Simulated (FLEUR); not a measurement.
# GaN (F-43m) in FLEUR: notebook

Aim: see how the results for GaN move with the level of theory and the settings. Levels: LDA, r2SCAN. Tasks: band structure, equation of state.

Everything below comes from runs of FLEUR MaX-R8.1 (later development tree). Logs are shortened: lines on timing, memory, paths and dates and some standing lists are left out, and cuts for length are marked.

**Experimental background.**

A printed reference work, textbook reports, for a bulk crystal of GaN at 0 K: band gap 3.299 eV (direct).

The runs below are set against these values where they give the same quantity.

### 1 The structure

The structure is cubic, space group F-43m (No. 216). Conventional cell: a = 4.507 Å, b = 4.507 Å, c = 4.507 Å, α = 90.00°, β = 90.00°, γ = 90.00°. Ga (site symmetry -43m) is surrounded by 4 N at 1.95 Å. Around N (site symmetry -43m) lie 4 Ga at 1.95 Å.

The cell is a database's computed one.

### 2 Band structure, LDA

Contents of inp.xml:

```xml
<?xml version="1.0" encoding="UTF-8" standalone="no"?>
<fleurInput fleurInputVersion="0.39">
   <comment>
      GaN                                                                                                 
   </comment>
   <calculationSetup>
      <cutoffs Kmax="5.05" Gmax="15.7" GmaxXC="15.7" numbands="0"/>
      <scfLoop itmax="60" minDistance="0.00001" maxIterBroyd="15" imix="Anderson" alpha="0.05" precondParam="0.0" spinf="2.0" sdNocoIR="T"/>
      <coreElectrons ctail="T" frcor="F" kcrel="0" coretail_lmax="0"/>
      <xcFunctional name="vwn" relativisticCorrections="F"/>
      <magnetism jspins="1"/>
      <soc l_soc="F" theta="0.0" phi="0.0" spav="F"/>
      <expertModes spex="0" secvar="F"/>
      <geometryOptimization l_f="F" forcealpha="1.0" forcemix="BFGS" epsdisp="0.00001" epsforce="0.00001"/>
      <ldaU l_linMix="F" mixParam="0.05" spinf="1.0"/>
   </calculationSetup>
   <cell>
      <bzIntegration valenceElectrons="26.0" mode="hist" fermiSmearingEnergy="0.00183747">
         <kPointListSelection listName="default-1"/>
         <!-- k-points included here -->
         <xi:include xmlns:xi="http://www.w3.org/2001/XInclude" href="kpts.xml"> </xi:include>
      </bzIntegration>
      <!-- symmetry operations included here -->
      <xi:include xmlns:xi="http://www.w3.org/2001/XInclude" href="sym.xml"> </xi:include>
      <bulkLattice scale="1.0">
[... 32 lines left out ...]
            <stateOccupation state="(2p3/2)" spinUp="1.000000" spinDown="1.000000"/>
         </electronConfig>
         <energyParameters s="2" p="2" d="3" f="4"/>
         <lo type="SCLO" l="0" n="2" eDeriv="2"/>
         <lo type="SCLO" l="1" n="2" eDeriv="2"/>
         <lo type="SCLO" l="2" n="3" eDeriv="2"/>
      </species>
   </atomSpecies>
   <atomGroups>
      <atomGroup species="Gallium (Ga)">
         <relPos label="                   1">.0000000000 .0000000000 .0000000000</relPos>
         <force calculate="T" relaxXYZ="TTT"/>
      </atomGroup>
      <atomGroup species="Nitrogen (N)">
         <relPos label="                   2">1.000/4.000 1.000/4.000 1.000/4.000</relPos>
         <force calculate="T" relaxXYZ="TTT"/>
      </atomGroup>
   </atomGroups>
   <output dos="F" band="F" slice="F">
      <checks vchk="F" cdinf="F"/>
      <bandDOS minEnergy="-.5*Htr" maxEnergy="0.5*Htr" sigma="0.015" storeEVData="T"/>
      <vacuumDOS vacdos="F" integ="F" star="F" nstars="0" locx1="0.0" locy1="0.0" locx2="0.0" locy2="0.0" nstm="0" tworkf="0.0"/>
      <unfoldingBand unfoldBand="F" supercellX="1" supercellY="1" supercellZ="1"/>
      <plotting iplot="0" polar="F">
         <plot TwoD="T" vec1="  1.0  0.0  0.0" vec2="  0.0  1.0  0.0" vec3="  0.0  0.0  1.0" zero="  0.0  0.0  0.0" file="plot"/>
      </plotting>
      <chargeDensitySlicing numkpt="0" minEigenval="0.0" maxEigenval="0.0" nnne="0" pallst="F"/>
      <specialOutput eonly="F"/>
      <moessbauerParams electricFieldGradient="T" isomerShift="T" coreHyperfine="T" valenceHyperfine="T"/>
      <magneticCircularDichroism mcd="F" energyLo="-10.0" energyUp="0.0"/>
   </output>
  <!-- We include the file relax.xml here to enable relaxations (see documentation) -->
  <xi:include xmlns:xi="http://www.w3.org/2001/XInclude" href="relax.xml"> <xi:fallback/> </xi:include>
</fleurInput>
```

Contents of crystal.txt:

```
GaN
&input cartesian=F /
0.0000000000  2.2535006075  2.2535006075
2.2535006075  0.0000000000  2.2535006075
2.2535006075  2.2535006075  0.0000000000
1.8897261246
1.0 1.0 1.0

2
31 0.0000000000  0.0000000000  0.0000000000
7 0.2500000000  0.2500000000  0.2500000000

&kpt div1=10 div2=10 div3=10 gamma=T /
```

Contents of inp.xml (bands):

```
<?xml version="1.0" encoding="UTF-8" standalone="no"?>
<fleurInput fleurInputVersion="0.39">
   <comment>
      GaN                                                                                                 
   </comment>
   <calculationSetup>
      <cutoffs Kmax="5.05" Gmax="15.7" GmaxXC="15.7" numbands="0"/>
      <scfLoop itmax="60" minDistance="0.00001" maxIterBroyd="15" imix="Anderson" alpha="0.05" precondParam="0.0" spinf="2.0" sdNocoIR="T"/>
      <coreElectrons ctail="T" frcor="F" kcrel="0" coretail_lmax="0"/>
      <xcFunctional name="vwn" relativisticCorrections="F"/>
      <magnetism jspins="1"/>
      <soc l_soc="F" theta="0.0" phi="0.0" spav="F"/>
      <expertModes spex="0" secvar="F"/>
      <geometryOptimization l_f="F" forcealpha="1.0" forcemix="BFGS" epsdisp="0.00001" epsforce="0.00001"/>
      <ldaU l_linMix="F" mixParam="0.05" spinf="1.0"/>
   </calculationSetup>
   <cell>
      <bzIntegration valenceElectrons="26.0" mode="hist" fermiSmearingEnergy="0.00183747">
         <kPointListSelection listName="path-1"/>
         <!-- k-points included here -->
         <xi:include xmlns:xi="http://www.w3.org/2001/XInclude" href="kpts.xml"> </xi:include>
      </bzIntegration>
      <!-- symmetry operations included here -->
      <xi:include xmlns:xi="http://www.w3.org/2001/XInclude" href="sym.xml"> </xi:include>
      <bulkLattice scale="1.0">
         <bravaisMatrix>
[... 31 lines left out ...]
            <stateOccupation state="(2p3/2)" spinUp="1.000000" spinDown="1.000000"/>
         </electronConfig>
         <energyParameters s="2" p="2" d="3" f="4"/>
         <lo type="SCLO" l="0" n="2" eDeriv="2"/>
         <lo type="SCLO" l="1" n="2" eDeriv="2"/>
         <lo type="SCLO" l="2" n="3" eDeriv="2"/>
      </species>
   </atomSpecies>
   <atomGroups>
      <atomGroup species="Gallium (Ga)">
         <relPos label="                   1">.0000000000 .0000000000 .0000000000</relPos>
         <force calculate="T" relaxXYZ="TTT"/>
      </atomGroup>
      <atomGroup species="Nitrogen (N)">
         <relPos label="                   2">1.000/4.000 1.000/4.000 1.000/4.000</relPos>
         <force calculate="T" relaxXYZ="TTT"/>
      </atomGroup>
   </atomGroups>
   <output dos="F" band="T" slice="F">
      <checks vchk="F" cdinf="F"/>
      <bandDOS minEnergy="-.5*Htr" maxEnergy="0.5*Htr" sigma="0.015" storeEVData="T"/>
      <vacuumDOS vacdos="F" integ="F" star="F" nstars="0" locx1="0.0" locy1="0.0" locx2="0.0" locy2="0.0" nstm="0" tworkf="0.0"/>
      <unfoldingBand unfoldBand="F" supercellX="1" supercellY="1" supercellZ="1"/>
      <plotting iplot="0" polar="F">
         <plot TwoD="T" vec1="  1.0  0.0  0.0" vec2="  0.0  1.0  0.0" vec3="  0.0  0.0  1.0" zero="  0.0  0.0  0.0" file="plot"/>
      </plotting>
      <chargeDensitySlicing numkpt="0" minEigenval="0.0" maxEigenval="0.0" nnne="0" pallst="F"/>
      <specialOutput eonly="F"/>
      <moessbauerParams electricFieldGradient="T" isomerShift="T" coreHyperfine="T" valenceHyperfine="T"/>
      <magneticCircularDichroism mcd="F" energyLo="-10.0" energyUp="0.0"/>
   </output>
  <!-- We include the file relax.xml here to enable relaxations (see documentation) -->
  <xi:include xmlns:xi="http://www.w3.org/2001/XInclude" href="relax.xml"> <xi:fallback/> </xi:include>
</fleurInput>
```

Potentials or basis: all-electron, FLAPW.

Launch:

```bash
inpgen -f crystal.txt -profile fastHighL
# inp.xml edited to the form shown
fleur_MPI
fleur_MPI   # second run, on inp.xml (bands)
```

Output:

```text
Welcome to FLEUR        (www.flapw.de)
      MaX-Release 8.1          (www.max-centre.eu)

 ========== k-point set info ==========
 Selected k-point list: default-1
 k-point list type: mesh
 10 x 10 x 10
 Number of k points: 47

 ------------Calculation Setup---------------------------
 Number of MPI-tasks      :            1
 Number of PE/node        :            1
 Number of OMP-threads    :            1
 Most efficient MPI parallelization for:
           1          47
 Additional eigenvalue parallelization possible
 Number of basis functions:          428
 Approximate size of matrices (H+S) per k-point:         0.005 GB
 --------------------------------------------------------
 Iteration:     1   Distance:      24.93532683 me/bohr^3
 Iteration:     2   Distance:      21.32889530 me/bohr^3
 Iteration:     3   Distance:       8.16314988 me/bohr^3
 Iteration:     4   Distance:       4.46646891 me/bohr^3
 Iteration:     5   Distance:       3.04835968 me/bohr^3
 Iteration:     6   Distance:       0.35372896 me/bohr^3
 Iteration:     7   Distance:       0.35237248 me/bohr^3
 Iteration:     8   Distance:       0.02859352 me/bohr^3
 Iteration:     9   Distance:       0.01567401 me/bohr^3
 Iteration:    10   Distance:       0.00271319 me/bohr^3
 Iteration:    11   Distance:       0.00044433 me/bohr^3
 Iteration:    12   Distance:       0.00019858 me/bohr^3
 Iteration:    13   Distance:       0.00000764 me/bohr^3

 ********************************************************************
 Run finished successfully
 Stop message:
   all done
 ********************************************************************
```

output (bands):

```text
Welcome to FLEUR        (www.flapw.de)
      MaX-Release 8.1          (www.max-centre.eu)

 ========== k-point set info ==========
 Selected k-point list: path-1
 k-point list type: path
 Number of k points: 60

 ------------Calculation Setup---------------------------
 Number of MPI-tasks      :            1
 Number of PE/node        :            1
 Number of OMP-threads    :            1
 Most efficient MPI parallelization for:
           1           2           3           4           5           6          10          12          15          20          30          60
 Additional eigenvalue parallelization possible
 Number of basis functions:          431
 Approximate size of matrices (H+S) per k-point:         0.006 GB
 --------------------------------------------------------
 Fermi energy correction for insulators:
 No automatic correction of the Fermi energy has been performed.

 Note: Band structure data (together with different weights) is also stored in the banddos.hdf file.
       A convenient way of extracting and plotting the data from that file is by making use of the

 ********************************************************************
 Run finished successfully
 Stop message:
   Charge density postprocessing done.
 ********************************************************************
```

out.xml (last iteration):

```text
<iteration numberForCurrentRun="   13" overallNumber="   13">
         <energyParameters units="Htr">
            <atomicEP atomType="1" spin="1" branch="4s" branchLowest="-4.92" branchHighest="2.02" value="-0.0711145366"/>
            <atomicEP atomType="1" spin="1" branch="4p" branchLowest="-3.12" branchHighest="2.79" value="0.0932516353"/>
            <atomicEP atomType="1" spin="1" branch="3d" branchLowest="-9.99" branchHighest="-0.13" value="-0.2279406751"/>
            <atomicEP atomType="1" spin="1" branch="4f" branchLowest="-9.99" branchHighest="4.55" value="0.4267646703"/>
            <loAtomicEP atomType="1" spin="1" branch="3s" branchLowest="-45.80" branchHighest="-4.92" value="-4.9289743862"/>
            <loAtomicEP atomType="1" spin="1" branch="3p" branchLowest="-39.85" branchHighest="-3.12" value="-3.1385394332"/>
            <loAtomicEP atomType="1" spin="1" branch="3p" branchLowest="-39.85" branchHighest="-3.12" value="-3.1385394332"/>
            <heloAtomicEP atomType="1" spin="1" branch="4d" branchLowest="2.91" branchHighest="2.91" value="2.9058490722"/>
            <heloAtomicEP atomType="1" spin="1" branch="4d" branchLowest="2.91" branchHighest="2.91" value="2.9058490722"/>
            <loAtomicEP atomType="1" spin="1" branch="4f" branchLowest="-9.99" branchHighest="4.55" value="0.4267674268"/>
            <atomicEP atomType="2" spin="1" branch="2s" branchLowest="-13.40" branchHighest="1.23" value="-0.3108600766"/>
            <atomicEP atomType="2" spin="1" branch="2p" branchLowest="-9.99" branchHighest="1.38" value="-0.0010425676"/>
            <atomicEP atomType="2" spin="1" branch="3d" branchLowest="-9.99" branchHighest="5.55" value="0.2441415048"/>
            <atomicEP atomType="2" spin="1" branch="4f" branchLowest="-9.99" branchHighest="9.55" value="0.4043414846"/>
            <loAtomicEP atomType="2" spin="1" branch="2s" branchLowest="-13.40" branchHighest="1.23" value="-0.3108600766"/>
            <loAtomicEP atomType="2" spin="1" branch="2p" branchLowest="-9.99" branchHighest="1.38" value="-0.0011064239"/>
            <loAtomicEP atomType="2" spin="1" branch="3d" branchLowest="-9.99" branchHighest="5.55" value="0.2441422492"/>
         </energyParameters>
         <eigenvalues>
            <eigenvaluesAt spin="1" ikpt="1" k_x="0.00000000" k_y="0.00000000" k_z="0.00000000">
                      -4.9289554411       -3.1367381777       -3.1367381777       -3.1367381777       -0.3214362576
                      -0.2399136852       -0.2399136852       -0.2399136852       -0.2283332349       -0.2283332349
                       0.2594619328        0.2594619328        0.2594619328        0.3233394344        0.6312120325
                       0.6312120325        0.6312120325        0.8964237142        0.9443059063        0.9443059063
                       0.9443059063
            </eigenvaluesAt>
            <eigenvaluesAt spin="1" ikpt="2" k_x="0.00000000" k_y="0.00000000" k_z="0.10000000">
                      -4.9289551656       -3.1367437879       -3.1367390046       -3.1367390046       -0.3173833462
                      -0.2394166753       -0.2394166753       -0.2383846175       -0.2283799110       -0.2283799110
                       0.2192717709        0.2554908155        0.2554908155        0.3542011049        0.6128903012
                       0.6372389792        0.6372389792        0.8960987210        0.8968590067        0.8968590067
                       0.9527601788
            </eigenvaluesAt>
            <eigenvaluesAt spin="1" ikpt="3" k_x="0.00000000" k_y="0.00000000" k_z="0.20000000">
                      -4.9289544240       -3.1367564316       -3.1367416236       -3.1367416236       -0.3074089482
                      -0.2382727879       -0.2382727879       -0.2318334740       -0.2283278357       -0.2283278357
[... 29 lines left out ...]
         <coreStates atomType="     2" atomicNumber="  7" spin="1" kinEnergy="     43.5683965749" eigValSum="    -26.8067584003" lostElectrons=" 0.000006">
            <state n="1" l="0" j="0.5" energy="-13.4033792001" weight="1.0000000000"/>
         </coreStates>
         <allElectronCharges>
            <spinDependentCharge spin="1" total="38.0000000" interstitial="3.6947581" mtSpheres="34.3052419"/>
            <totalCharge value="37.9999999995"/>
         </allElectronCharges>
         <moessbauerParams unitsHFF="kG" unitsIS="e/bohr^3" unitsEFG="Htr/bohr^2">
            <coreIsomerShift atomType="1" isTotal="27861.10922">
               <shell n="1" l="0" isomerShift="25320.70425"/>
               <shell n="2" l="0" isomerShift="2519.77043"/>
               <shell n="2" l="1" isomerShift="20.63454"/>
            </coreIsomerShift>
            <coreIsomerShift atomType="2" isTotal="197.61396">
               <shell n="1" l="0" isomerShift="197.61396"/>
            </coreIsomerShift>
            <isomerShift atomType="1" nucleusRadius="0.0000972" averageDensity="28258.52583"/>
            <isomerShift atomType="2" nucleusRadius="0.0000569" averageDensity="206.38227"/>
            <electricFieldGradient atomType="1" VXX="0.00000" VYY="0.00000" VZZ="0.00000" asymParam="0.00000">
            </electricFieldGradient>
            <electricFieldGradient atomType="2" VXX="0.00000" VYY="0.00000" VZZ="0.00000" asymParam="0.00000">
            </electricFieldGradient>
         </moessbauerParams>
         <totalEnergy                                    value="    -1995.7735754162" units="Htr">
            <sumOfEigenvalues                            value="    -1137.4816524265">
               <coreElectrons value="-1106.8518915004"/>
               <valenceElectrons value="-30.6297609261"/>
            </sumOfEigenvalues>
            <densityCoulombPotentialIntegral value="-3065.0684700606"/>
            <densityEffectivePotentialIntegral value="-3170.1905137118"/>
            <chargeDenXCDenIntegral value="-79.4129008549"/>
            <FockExchangeEnergyValence value="0.0000000000"/>
            <FockExchangeEnergyCore value="0.0000000000"/>
            <atomTypeDependentContributions atomType="1">
               <electronNucleiInteractionDifferentMTs value="2331.2172526839"/>
               <MadelungTerm value="-19.5085169583"/>
            </atomTypeDependentContributions>
            <atomTypeDependentContributions atomType="2">
               <electronNucleiInteractionDifferentMTs value="61.8899444182"/>
               <MadelungTerm value="-3.9195867560"/>
            </atomTypeDependentContributions>
            <tkbTimesEntropy value="0.0000000000"/>
            <freeEnergy value="-1995.7735754162"/>
            <extrapolationTo0K value="-1995.7735754162"/>
         </totalEnergy>
         <densityConvergence units="me/bohr^3">
            <chargeDensity spin="1" distance="0.0000076420"/>
         </densityConvergence>
      </iteration>
```

It took 1.9 min on 1 thread of Intel Xeon at 2.50GHz (Skylake/Cascade Lake), shared host; peak memory 0.06 GiB.

Results:

```
Free energy                                           : -54307.7656 eV
Band gap on the k mesh                                : 1.74 eV, direct
Band gap along the path                               : 1.74 eV, direct
Valence electrons inside the program's atomic spheres : Ga 18.75; N 3.56 (radii Ga 1.94, N 1.48 bohr)
```

Levels at the corners of the path, in eV from the valence-band top:
```
point  band 11  band 12  band 13  band 14  band 15  band 16
    Γ     0.00     0.00     0.00     1.74    10.12    10.12
    X    -6.21    -2.73    -2.73     3.26     6.48    11.51
    W    -5.78    -3.74    -3.68     6.12     8.23    10.15
    K    -5.95    -4.30    -2.19     4.89     7.71    10.88
    Γ     0.00     0.00     0.00     1.74    10.12    10.12
    L    -7.12    -0.98    -0.98     4.53     8.60    10.20
    U    -5.95    -4.30    -2.19     4.89     7.71    10.88
    W    -5.78    -3.74    -3.68     6.12     8.23    10.15
    L    -7.12    -0.98    -0.98     4.53     8.60    10.20
    K    -5.95    -4.30    -2.19     4.89     7.71    10.88
    U    -5.95    -4.30    -2.19     4.89     7.71    10.88
    X    -6.21    -2.73    -2.73     3.26     6.48    11.51
```

Core levels (eV from the Fermi level):
| atom | levels |
| --- | --- |
| 1 Ga | 1s1/2 -10201.7, 2s1/2 -1253.3, 2p1/2 -1110.1, 2p3/2 -1082.5 |
| 2 N | 1s1/2 -371.8 |

(Part 1 of 3 ends here.)
